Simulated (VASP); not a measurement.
# Tc (Fm-3m) in VASP: a series of runs, part 2 of 2

VASP 6.6.1.

**3. Single point, r2SCAN**

Contents of POSCAR:

```
Tc
1.0
    0.0000000000      1.9500000000      1.9500000000
    1.9500000000      0.0000000000      1.9500000000
    1.9500000000      1.9500000000      0.0000000000
Tc
1
Direct
    0.0000000000      0.0000000000      0.0000000000
```

Contents of INCAR.step1:

```
SYSTEM = Tc
PREC     = Accurate       ! precision mode
ENCUT    = 520            ! plane-wave cutoff, eV
ISMEAR   = -1             ! smearing method
SIGMA    = 0.05           ! smearing width, eV
LREAL    = .FALSE.        ! projectors in reciprocal space
LASPH    = .TRUE.         ! aspherical terms in the spheres
NELM     = 100            ! most SCF steps
NBANDS   = 12             ! bands
GGA      = PE             ! functional
ALGO     = Normal         ! electronic algorithm
EDIFF    = 1E-4           ! SCF threshold, eV
LWAVE    = .TRUE.         ! write WAVECAR
LCHARG   = .FALSE.        ! write CHGCAR
```

Contents of INCAR.step2:

```
SYSTEM = Tc
PREC     = Accurate       ! precision mode
ENCUT    = 520            ! plane-wave cutoff, eV
EDIFF    = 1E-7           ! SCF threshold, eV
ISMEAR   = -1             ! smearing method
SIGMA    = 0.05           ! smearing width, eV
LREAL    = .FALSE.        ! projectors in reciprocal space
LASPH    = .TRUE.         ! aspherical terms in the spheres
NELM     = 100            ! most SCF steps
ALGO     = Normal         ! electronic algorithm
ISIF     = 2              ! what is computed and relaxed
LWAVE    = .FALSE.        ! write WAVECAR
LCHARG   = .FALSE.        ! write CHGCAR
METAGGA  = R2SCAN         ! meta-GGA
LMIXTAU  = .TRUE.       
NBANDS   = 12             ! bands
ISTART   = 1
```

Contents of KPOINTS:

```
Automatic mesh
0
G
  14 14 14
  0 0 0
```

Potentials or basis: VASP PAW PBE potentials, release 64 (Tc_pv).

Command:

```console
$ cat potpaw_PBE.64/Tc_pv/POTCAR > POTCAR
$ cp INCAR.step1 INCAR
$ mpirun -np 1 vasp_std > vasp.out
$ cp INCAR.step2 INCAR
$ mpirun -np 1 vasp_std > vasp.out
```

OUTCAR:

```text
SYSTEM = Tc
   PREC = Accurate
   ENCUT = 520
   EDIFF = 1E-7
   ISMEAR = -1
   LREAL = .FALSE.
   LASPH = .TRUE.
   NELM = 100
   ISIF = 2
   METAGGA = R2SCAN
   ISTART = 1

 ion  position               nearest neighbor table
   1  0.000  0.000  0.000-

  LATTYP: Found a face centered cubic cell.
 ALAT       =     3.9000000000

  Lattice vectors:

 A1 = (   0.0000000000,   1.9500000000,   1.9500000000)
 A2 = (   1.9500000000,   0.0000000000,   1.9500000000)
 A3 = (   1.9500000000,   1.9500000000,   0.0000000000)

Analysis of symmetry for initial positions (statically):
=====================================================================
 Subroutine PRICEL returns:
 Original cell was already a primitive cell.

 Routine SETGRP: Setting up the symmetry group for a
 face centered cubic supercell.

 Subroutine GETGRP returns: Found 48 space group operations
 (whereof 48 operations were pure point group operations)
 out of a pool of 48 trial point group operations.

The static configuration has the point symmetry O_h .

Analysis of symmetry for dynamics (positions and initial velocities):
=====================================================================
 Subroutine PRICEL returns:
 Original cell was already a primitive cell.

 Routine SETGRP: Setting up the symmetry group for a
 face centered cubic supercell.

 Subroutine GETGRP returns: Found 48 space group operations
 (whereof 48 operations were pure point group operations)
 out of a pool of 48 trial point group operations.

The dynamic configuration has the point symmetry O_h .

 Subroutine INISYM returns: Found 48 space group operations
 (whereof 48 operations are pure point group operations),
 and found     1 'primitive' translations

----------------------------------------------------------------------------------------

                                     Primitive cell

  volume of cell :      14.8297

  direct lattice vectors                    reciprocal lattice vectors
     0.000000000  1.950000000  1.950000000    -0.256410256  0.256410256  0.256410256
     1.950000000  0.000000000  1.950000000     0.256410256 -0.256410256  0.256410256
     1.950000000  1.950000000  0.000000000     0.256410256  0.256410256 -0.256410256

  length of vectors
     2.757716447  2.757716447  2.757716447     0.444115592  0.444115592  0.444115592

  position of ions in fractional coordinates (direct lattice)
     0.000000000  0.000000000  0.000000000

  ion indices of the primitive-cell ions
   primitive index   ion index
                 1           1

----------------------------------------------------------------------------------------

 KPOINTS: Automatic mesh

Automatic generation of k-mesh.
 Grid dimensions read from file:
 generate k-points for:   14   14   14

 Generating k-lattice:

  Cartesian coordinates                     Fractional coordinates (reciprocal lattice)
    -0.018315018  0.018315018  0.018315018     0.071428571  0.000000000  0.000000000
     0.018315018 -0.018315018  0.018315018     0.000000000  0.071428571  0.000000000
     0.018315018  0.018315018 -0.018315018     0.000000000  0.000000000  0.071428571

  Length of vectors
     0.031722542  0.031722542  0.031722542

  Shift w.r.t. Gamma in fractional coordinates (k-lattice)
     0.000000000  0.000000000  0.000000000

 Subroutine IBZKPT returns following result:
 ===========================================

 Found    104 irreducible k-points:

 Following reciprocal coordinates:
            Coordinates               Weight
  0.000000  0.000000  0.000000      1.000000
  0.071429  0.000000  0.000000      8.000000
  0.142857  0.000000  0.000000      8.000000
  0.214286  0.000000  0.000000      8.000000
  0.285714  0.000000  0.000000      8.000000
  0.357143  0.000000  0.000000      8.000000
[... 16 lines left out ...]
  0.214286  0.142857  0.000000     24.000000
  0.285714  0.142857  0.000000     24.000000
 [... further k-points ...]
   k-points           NKPTS =    104   k-points in BZ     NKDIM =    104   number of bands    NBANDS=     12
   number of dos      NEDOS =    301   number of ions     NIONS =      1
   total plane-waves  NPLWV =  13824
   dimension x,y,z NGX =    24 NGY =   24 NGZ =   24
   dimension x,y,z NGXF=    48 NGYF=   48 NGZF=   48
   ions per type =               1
   NGX,Y,Z   is equivalent  to a cutoff of  14.47, 14.47, 14.47 a.u.
   NGXF,Y,Z  is equivalent  to a cutoff of  28.94, 28.94, 28.94 a.u.
 SYSTEM =  Tc
   PREC   = accura    normal or accurate (medium, high low for compatibility)
   ISTART =      1    job   : 0-new  1-cont  2-samecut
   ICHARG =      0    charge: 1-file 2-atom 10-const
   ISPIN  =      1    spin polarized calculation?
   LNONCOLLINEAR =      F non collinear calculations
   LSORBIT =      F    spin-orbit coupling
   LASPH  =      T    aspherical Exc in radial PAW
   ENCUT  =  520.0 eV  38.22 Ry    6.18 a.u.   5.13  5.13  5.13*2*pi/ulx,y,z
   NELM   =    100;   NELMIN=  2; NELMDL=  0     # of ELM steps
   EDIFF  = 0.1E-06   stopping-criterion for ELM
   LREAL  =      F    real-space projection
   EDIFFG = 0.1E-05   stopping-criterion for IOM
   NSW    =      0    number of steps for IOM
   IBRION =     -1    ionic relax: 0-MD 1-quasi-New 2-CG
   NFREE  =      0    steps in history (QN), initial steepest desc. (CG)
   ISIF   =      2    stress and relaxation
   ISYM   =      2    0-nonsym 1-usesym 2-fastsym
   POTIM  = 0.5000    time-step for ionic-motion
   TEBEG  =    0.0;   TEEND  =   0.0 temperature during run
   PSTRESS=    0.0 pullay stress
   NELECT =      13.0000    total number of electrons
   NUPDOWN=      -1.0000    fix difference up-down
   EMIN   =  10.00;   EMAX   =-10.00  energy-range for DOS
   EFERMI =   0.00;   METHOD = LEGACY
   ISMEAR =    -1;   SIGMA  =   0.05  broadening in eV -4-tet -1-fermi 0-gaus
   EFERMI_NEDOS =   21; number of points for ismear=-14 and -15
   IALGO  =     38    algorithm
   IMIX   =      4    mixing-type and parameters
     AMIX     =   0.40;   BMIX     =  1.00
     AMIX_MAG =   1.60;   BMIX_MAG =  1.00
  volume/ion in A,a.u.               =      14.83       100.08
  Fermi-wavevector in a.u.,A,eV,Ry     =   1.566792  2.960808 33.400086  2.454837
  Thomas-Fermi vector in A             =   2.669068
   LORBIT       =      0    0 simple, 1 ext, 2 COOP (PROOUT), +10 PAW based schemes
   METAGGA = R2SCAN    functional components
   LHFCALC =     F    Hartree Fock is set to
   AEXX    =    0.0000 exact exchange contribution
   IVDW    =     0    specifies the selected vdW correction
   LEPSILON=     F    determine dielectric tensor
   LRPA    =     F    only Hartree local field effects (RPA)
 non-spin polarized calculation
  energy-cutoff  :      520.00
  volume of cell :       14.83
 maximum number of plane-waves:       411
 NGX is ok and might be reduce to    24
   NGX = 11   NGY = 11   NGZ = 11

 number of electron      13.0000001 magnetization

 Free energy of the ion-electron system (eV)
  ---------------------------------------------------
  ext. energy  EPLUGINS =         0.00000000
  ---------------------------------------------------
  free energy    TOTEN  =       -25.89284175 eV

  energy without entropy =      -25.88438571  energy(sigma->0) =      -25.88861373

 E-fermi :  12.1626     XC(G=0): -14.8855

 val. band max:       12.1625385197   @ k =   0.2857   0.2143   0.0000
 cond. band min:      12.1674929743   @ k =   0.3571   0.2143   0.0000
 fundamental gap:      0.0049544546
 Fermi energy:        12.1626071149

 k-point     1 :       0.0000    0.0000    0.0000
  band No.  band energies     occupation
      1     -27.4847      2.00000
      2     -27.4847      2.00000
      3     -27.4847      2.00000
      4       4.3812      2.00000
      5      10.3575      2.00000
      6      10.3575      2.00000
      7      10.3575      2.00000
      8      13.0578      0.00000
      9      13.0578      0.00000
     10      26.7802      0.00000
     11      32.6682      0.00000
     12      32.6682      0.00000
[... 331 lines left out ...]
 k-point    24 :       0.2857    0.1429    0.0000
  band No.  band energies     occupation
      1     -28.1083      2.00000
      2     -27.6516      2.00000
      3     -27.6392      2.00000
      4       6.8351      2.00000
      5       8.9583      2.00000
      6      10.7094      2.00000
      7      11.4559      2.00000
      8      12.8671      0.00000
      9      13.9388      0.00000
     10      28.3524      0.00000
     11      30.4986      0.00000
     12      33.4440      0.00000

 [... further k-points ...]

------------------------ aborting loop because EDIFF is reached ----------------------------------------

  FORCE on cell =-STRESS in cart. coord.  units (eV):
  Direction    XX          YY          ZZ          XY          YZ          ZX
  --------------------------------------------------------------------------------------
  -------------------------------------------------------------------------------------
  Total       -1.0088281     -1.0088281     -1.0088281      0.0000000      0.0000000      0.0000000
  in kB     -108.9918268   -108.9918268   -108.9918268      0.0000000      0.0000000      0.0000000
  external PRESSURE =    -108.9918268 kB  Pullay stress =       0.0000000 kB

 VOLUME and BASIS-vectors are now :
 -----------------------------------------------------------------------------
  energy-cutoff  :      520.00
  volume of cell :       14.83
      direct lattice vectors                 reciprocal lattice vectors
     0.000000000  1.950000000  1.950000000    -0.256410256  0.256410256  0.256410256
     1.950000000  0.000000000  1.950000000     0.256410256 -0.256410256  0.256410256
     1.950000000  1.950000000  0.000000000     0.256410256  0.256410256 -0.256410256

 POSITION                                       TOTAL-FORCE (eV/Angst)
 -----------------------------------------------------------------------------------
      0.00000      0.00000      0.00000         0.000000      0.000000     -0.000000
 -----------------------------------------------------------------------------------
    total drift:                                0.000000      0.000000      0.000000

  FREE ENERGIE OF THE ION-ELECTRON SYSTEM (eV)
  ---------------------------------------------------
  free  energy   TOTEN  =       -25.8928417528 eV

  energy  without entropy=      -25.8843857068  energy(sigma->0) =      -25.88861373
```

Run time: 38 s. Hardware: 1 thread of Intel Xeon Platinum 8488C (Sapphire Rapids), shared host; peak memory 0.16 GiB.

What came out:

```
Free energy            : -25.8928 eV
Pressure               : -10.9 GPa
Band gap on the k mesh : none (metal or under the smearing width)
```

Levels at points of the mesh, in eV from the Fermi level:
| k point | band 3 | band 4 | band 5 | band 6 | band 7 | band 8 | band 9 | band 10 | band 11 | band 12 |
| --- | --- | --- | --- | --- | --- | --- | --- | --- | --- | --- |
| (0.00, 0.00, 0.00) | -39.65 | -7.78 | -1.81 | -1.81 | -1.81 | 0.90 | 0.90 | 14.62 | 20.51 | 20.51 |
| (0.50, 0.00, 0.00) | -39.81 | -5.65 | -1.92 | -1.92 | 1.13 | 2.86 | 2.86 | 10.89 | 14.25 | 20.99 |
| (0.50, 0.50, 0.00) | -40.09 | -5.94 | -5.40 | 2.85 | 3.39 | 3.39 | 3.82 | 13.49 | 13.49 | 14.41 |

Caveat: the PAW data sets were made with another functional, which shifts forces and pressure a little.

**4. Single point, PBE**

Contents of INCAR:

```
  PREC = Accurate
  ENCUT = 520
  EDIFF = 1E-7
  ISMEAR = 0
  SIGMA = 0.05
  LREAL = F
  LASPH = T
  NELM = 100
  ALGO = Normal
  ISIF = 2
  LWAVE = F
  LCHARG = T
  GGA = PE
  LELF = T
  LVHAR = T
  NBANDS = 12
```

Contents of KPOINTS:

```
Automatic mesh
0
Gamma
  14 14 14
```

POSCAR is that of step 3.

Command:

```console
$ cat potpaw_PBE.64/Tc_pv/POTCAR > POTCAR
$ mpirun -np 1 vasp_std > vasp.out
```

It took 15 s on 1 thread of AMD EPYC 9R14 (Zen 4), shared host; peak memory 0.11 GiB.

The run converged. Its results:

| Quantity | Value |
| --- | --- |
| Free energy | -10.2787 eV |
| Pressure | -6.9 GPa |
| Band gap on the k mesh | none (metal or under the smearing width) |

Levels at points of the mesh, in eV from the Fermi level:
| k point | band 3 | band 4 | band 5 | band 6 | band 7 | band 8 | band 9 | band 10 | band 11 | band 12 |
| --- | --- | --- | --- | --- | --- | --- | --- | --- | --- | --- |
| (0.00, 0.00, 0.00) | -38.37 | -7.31 | -1.68 | -1.68 | -1.68 | 0.82 | 0.82 | 14.07 | 19.50 | 19.50 |
| (0.50, 0.00, 0.00) | -38.52 | -5.31 | -1.84 | -1.84 | 1.23 | 2.75 | 2.75 | 10.40 | 13.70 | 20.02 |
| (0.50, 0.50, 0.00) | -38.78 | -5.64 | -5.07 | 2.70 | 3.30 | 3.30 | 3.77 | 12.88 | 12.88 | 13.80 |

**5. Single point, PBE (x and y stretched by +1.5 %, z held)**

Contents of INCAR:

```
ALGO     = Normal         # electronic algorithm
EDIFF    = 1E-7           # SCF threshold, eV
ENCUT    = 520            # plane-wave cutoff, eV
GGA      = PE             # functional
ISIF     = 2              # what is computed and relaxed
ISMEAR   = -1             # smearing method
LASPH    = T              # aspherical terms in the spheres
LCHARG   = T              # write CHGCAR
LELF     = T              # ELF
LREAL    = F              # projectors in reciprocal space
LVHAR    = T            
LWAVE    = F              # write WAVECAR
NBANDS   = 12             # bands
NELM     = 80             # most SCF steps
PREC     = Accurate       # precision mode
SIGMA    = 0.05           # smearing width, eV
```

Contents of KPOINTS:

```
k-points
0
Gamma
  14 14 14
```

Contents of POSCAR:

```
Tc
1.0
    0.0000000000      1.9792500000      1.9500000000
    1.9792500000      0.0000000000      1.9500000000
    1.9792500000      1.9792500000      0.0000000000
Tc
1
Direct
    0.0000000000      0.0000000000      0.0000000000
```

Potentials or basis: VASP PAW PBE potentials, release 64 (Tc_pv).

Command:

```console
$ cat potpaw_PBE.64/Tc_pv/POTCAR > POTCAR
$ mpirun -np 1 vasp_std > vasp.out
```

OUTCAR:

```text
EDIFF = 1E-7
   ENCUT = 520
   GGA = PE
   ISIF = 2
   ISMEAR = -1
   LASPH = T
   LREAL = F
   NELM = 80
   PREC = Accurate

 ion  position               nearest neighbor table
   1  0.000  0.000  0.000-

  LATTYP: Found a body centered tetragonal cell.
 ALAT       =     2.7990821933
 C/A-ratio  =     1.3933138546

  Lattice vectors:

 A1 = (   0.0000000000,  -1.9792500000,  -1.9500000000)
 A2 = (   0.0000000000,   1.9792500000,  -1.9500000000)
[... 540 lines left out ...]
     12      31.5670      0.00000

 [... further k-points ...]

------------------------ aborting loop because EDIFF is reached ----------------------------------------

  FORCE on cell =-STRESS in cart. coord.  units (eV):
  Direction    XX          YY          ZZ          XY          YZ          ZX
  --------------------------------------------------------------------------------------
  -------------------------------------------------------------------------------------
  Total       -1.4531798     -1.4531798     -1.1778595      0.0000000     -0.0000000     -0.0000000
  in kB     -152.3926485   -152.3926485   -123.5202455      0.0000000     -0.0000000     -0.0000000
  external PRESSURE =    -142.7685141 kB  Pullay stress =       0.0000000 kB

 VOLUME and BASIS-vectors are now :
 -----------------------------------------------------------------------------
  energy-cutoff  :      520.00
  volume of cell :       15.28
      direct lattice vectors                 reciprocal lattice vectors
     0.000000000  1.979250000  1.950000000    -0.252620942  0.252620942  0.256410256
     1.979250000  0.000000000  1.950000000     0.252620942 -0.252620942  0.256410256
     1.979250000  1.979250000  0.000000000     0.252620942  0.252620942 -0.256410256

 POSITION                                       TOTAL-FORCE (eV/Angst)
 -----------------------------------------------------------------------------------
      0.00000      0.00000      0.00000         0.000000     -0.000000      0.000000
 -----------------------------------------------------------------------------------
    total drift:                               -0.000000      0.000000      0.000000

  FREE ENERGIE OF THE ION-ELECTRON SYSTEM (eV)
  ---------------------------------------------------
  free  energy   TOTEN  =       -10.2513441204 eV

  energy  without entropy=      -10.2423683613  energy(sigma->0) =      -10.24685624
```

OSZICAR:

```text
N       E                     dE             d eps       ncg     rms          rms(c)
DAV:   1     0.118374580167E+03    0.11837E+03   -0.77832E+03  5892   0.103E+03
DAV:   2    -0.918861065727E+01   -0.12756E+03   -0.12401E+03  6420   0.309E+02
DAV:   3    -0.110220219901E+02   -0.18334E+01   -0.18296E+01  6420   0.425E+01
DAV:   4    -0.110296336986E+02   -0.76117E-02   -0.76114E-02  6380   0.304E+00
DAV:   5    -0.110296943844E+02   -0.60686E-04   -0.60686E-04  6544   0.260E-01    0.150E+01
DAV:   6    -0.103245562965E+02    0.70514E+00   -0.10119E+00  6020   0.132E+01    0.408E+00
DAV:   7    -0.102561706216E+02    0.68386E-01   -0.12602E-01  6536   0.445E+00    0.579E-01
DAV:   8    -0.102513361802E+02    0.48344E-02   -0.36351E-03  5960   0.683E-01    0.228E-02
DAV:   9    -0.102513452335E+02   -0.90533E-05   -0.21924E-05  7060   0.554E-02    0.111E-02
DAV:  10    -0.102513434132E+02    0.18204E-05   -0.30251E-06  6080   0.221E-02    0.283E-03
DAV:  11    -0.102513441180E+02   -0.70483E-06   -0.26385E-08  4404   0.172E-03    0.419E-04
DAV:  12    -0.102513441204E+02   -0.24320E-08   -0.32253E-09  3248   0.611E-04
   1 F= -.10251344E+02 E0= -.10246856E+02  d E =-.897576E-02
```

Run time: 30 s. Hardware: 1 thread of AMD EPYC 9R14 (Zen 4), shared host; peak memory 0.14 GiB.

What came out:

| Quantity | Value |
| --- | --- |
| Free energy | -10.2513 eV |
| Pressure | -14.3 GPa |
| Band gap on the k mesh | none (metal or under the smearing width) |

Levels at points of the mesh, in eV from the Fermi level:
```csv
k point,band 3,band 4,band 5,band 6,band 7,band 8,band 9,band 10,band 11,band 12
"(0.00, 0.00, 0.00)",-38.40,-7.18,-1.66,-1.66,-1.49,0.67,0.89,14.07,19.18,19.18
"(0.50, 0.00, 0.00)",-38.53,-5.13,-1.85,-1.66,1.17,2.58,2.68,9.99,13.68,19.64
"(0.50, 0.50, 0.00)",-38.80,-5.43,-4.87,2.57,3.15,3.15,3.84,12.49,12.49,13.58
"(0.50, 0.00, 0.50)",-38.75,-5.42,-4.85,2.58,3.06,3.22,3.54,12.63,12.84,13.20
```

**6. The runs side by side**

```csv
level,cell,smearing,gap on the mesh (eV),pressure (GPa)
PBEsol,"functional pbesol, volume scaled by 1.04",fermi-dirac 0.05 eV,none,-24.9
r2SCAN,as given,fermi-dirac 0.05 eV,none,-10.9
PBE,as given,gaussian 0.05 eV,none,-6.9
PBE,"x and y stretched by +1.5 %, z held",fermi-dirac 0.05 eV,none,-14.3
```

Alike in all rows: task single point; potentials or basis VASP PAW PBE potentials, release 64 (Tc_pv); no spin polarisation; k mesh 14 × 14 × 14; cutoff (eV) 520.

Caveats: so large a pressure means that the cell lies far from this level's equilibrium, or that cutoff or potentials fall short (some runs); the potentials were made for another functional, which shifts forces and pressure (some runs); the PAW data sets were made with another functional, which shifts forces and pressure a little (some runs).

Absolute energies hang on the potentials; compare differences alone.
